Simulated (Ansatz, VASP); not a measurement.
**One calculation of MgO, two programs**

The input POSCAR:

```
MgO
1.0
    2.6233491285      0.0000000000      0.0000000000
    0.0000000000      2.6233491285      0.0000000000
    0.0000000000      0.0000000000      2.6233491285
Mg O
1 1
Direct
    0.0000000000      0.0000000000      0.0000000000
    0.5000000000      0.5000000000      0.5000000000
```

Contents of INCAR.step1:

```
PREC = Accurate
ENCUT = 520
EDIFF = 1E-5
ISMEAR = 0
SIGMA = 0.01
LREAL = F
LASPH = T
NELM = 100
ALGO = Normal
ISIF = 2
LWAVE = T
LCHARG = F
NBANDS = 11
GGA = PE
```

INCAR.step2

```
PREC = Accurate
ENCUT = 520
EDIFF = 1E-6
ISMEAR = 0
SIGMA = 0.01
LREAL = F
LASPH = T
NELM = 100
ALGO = Normal
ISIF = 2
LWAVE = F
LCHARG = F
GGA = PE
LHFCALC = T
HFSCREEN = 0.2079
PRECFOCK = Normal
NBANDS = 11
ISTART = 1
```

Contents of KPOINTS:

```
Automatic mesh
0
Gamma
  4 4 4
```

Input for Ansatz:

```yaml
crystal:
  lattice:
    - [2.6233491285, 0.0, 0.0]
    - [0.0, 2.6233491285, 0.0]
    - [0.0, 0.0, 2.6233491285]
  atoms:
    - { symbol: Mg, position: [0.0, 0.0, 0.0] }
    - { symbol: O, position: [0.5, 0.5, 0.5] }
kpoints:
  mp_grid: { grid: [4, 4, 4] }
hamiltonian:
  xc: hse06
scf:
  occupations: { method: fixed }
  n_extra_bands: 4
output:
  forces: true
  stress: true
  eigenvalues: true
```

The cell was built by a generator and needn't be a form met in nature.

Alike in both runs: task single point; functional HSE06; k mesh 4 × 4 × 4; no spin polarisation.

```csv
,VASP,Ansatz
version,VASP 6.6.1,Ansatz 0.2.0
potentials or method,"VASP PAW PBE potentials, release 64 (Mg, O)","plane waves, PAW"
plane-wave cutoff (eV),520,420
occupations,"gaussian, width 0.01 eV",fixed
valence electrons in the cell,8,16
```

Ansatz gave:

```
gap on the k mesh at the Fermi level (eV) : 4.20
pressure (GPa)                            : -0.7
```

**Question.** What did VASP give for the same quantities?

**Answer.** gap on the k mesh at the Fermi level (eV): 4.15; pressure (GPa): -1.2.

The two sets of potentials don't hold the same shells in valence. Ansatz warned: «stress_exchange_threshold_loose».

Caveats: the k mesh is coarse (spacing up to 0.60 Å⁻¹), so the values aren't converged, least of all with exact exchange; the PAW data sets were made with another functional, which shifts forces and pressure a little (VASP). A k mesh can miss the band edges.
